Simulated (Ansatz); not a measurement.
**One structure type, several compounds**

The calculation used Ansatz 0.2.0, DFT, PBEsol, all-electron LAPW, scalar-relativistic.

All compounds have space group Im-3m with 1 atom in the primitive cell. V0, B0 and B0′ come from third-order Birch–Murnaghan fits to pressures at five volumes, with shape and internal coordinates held; prototypes and MP cells needn't be known phases. No run is spin-polarised.

No spin–orbit coupling, which matters for the heavy atoms here.

Na: Na 2a (0.000 0.000 0.000); COD 9011002, measured; 12×12×12 mesh, smearing 0.05 eV; no spin
Rb: Rb 2a (0.000 0.000 0.000); COD 9012874, measured; 8×8×8 mesh, smearing 0.05 eV; no spin
Ta: Ta 2a (0.000 0.000 0.000); COD 1541266, reported; 15×15×15 mesh, smearing 0.05 eV; no spin
Pb: Pb 2a (0.000 0.000 0.000); MP-relaxed cell mp-22692; 13×13×13 mesh, smearing 0.08 eV; no spin
Be: Be 2a (0.000 0.000 0.000); MP-relaxed cell mp-20; 23×23×23 mesh, smearing 0.03 eV; no spin
Li: Li 2a (0.000 0.000 0.000); COD 9011628, measured; 15×15×15 mesh, smearing 0.08 eV; no spin

```json
{"compound": "Na", "V0 (Å³/atom)": "36.33", "B0 (GPa)": "8", "B0′": "3.6"}
{"compound": "Rb", "V0 (Å³/atom)": "86.66", "B0 (GPa)": "3", "B0′": "3.7"}
{"compound": "Ta", "V0 (Å³/atom)": "?", "B0 (GPa)": "206", "B0′": "4.0"}
{"compound": "Pb", "V0 (Å³/atom)": "?", "B0 (GPa)": "47", "B0′": "4.8"}
{"compound": "Be", "V0 (Å³/atom)": "?", "B0 (GPa)": "125", "B0′": "3.3"}
{"compound": "Li", "V0 (Å³/atom)": "20.25", "B0 (GPa)": "14", "B0′": "3.3"}
```

(1) Give the missing entry: row "Be", column "V0 (Å³/atom)".

(2) Fill in "V0 (Å³/atom)" for the row "Ta".

(3) What belongs in the row "Pb", column "V0 (Å³/atom)"?

## Answers

(1) 7.74.

(2) 17.64.

(3) 29.90.
